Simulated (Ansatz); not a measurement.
## Clamped-ion strain scan in TiAl

Theory: DFT PBE, scalar-relativistic, plane waves, PAW in Ansatz. Settings: plane waves to 420 eV, k-mesh 16×16×12 (Γ-centred), Gaussian smearing 0.15 eV. No spin polarisation. Energies are free energies at this smearing, counted from the undisturbed cell; pressure is positive in compression.

Reference structure (as given, not relaxed at this level; it stands at -0.7 GPa, and it needn't be the usual structure):

```
Ti Al
1.0
     2.83730    0.00000    0.00000
     0.00000    2.83730    0.00000
     0.00000    0.00000    4.05910
Ti Al
1 1
Cartesian
  0.0000 0.0000 0.0000
  1.4186 1.4186 2.0295
```

The cell is strained by ε times the Voigt pattern (0, 0, 0, 1, 0, 0) (xx, yy, zz, yz, xz, xy; engineering shear) with fractional coordinates fixed. The cell is metallic on the mesh throughout.

```csv
ε,ΔE (meV/atom),"stress summed along the pattern (GPa, tension positive)",pressure (GPa)
-0.0200,2.2,-2.20,-0.6
-0.0100,0.6,-1.10,-0.7
0.0000,0.0,0.00,-0.7
0.0025,0.0,0.28,-0.7
0.0050,0.1,0.55,-0.7
0.0075,0.3,0.83,-0.7
0.0125,0.9,1.38,-0.7
0.0150,1.3,1.65,-0.7
0.0175,1.7,1.93,-0.7
```

By symmetry 0.0200 repeats -0.0200, -0.0150 repeats 0.0150, 0.0100 repeats -0.0100, -0.0050 repeats 0.0050 in energy, with the opposite slope along the path.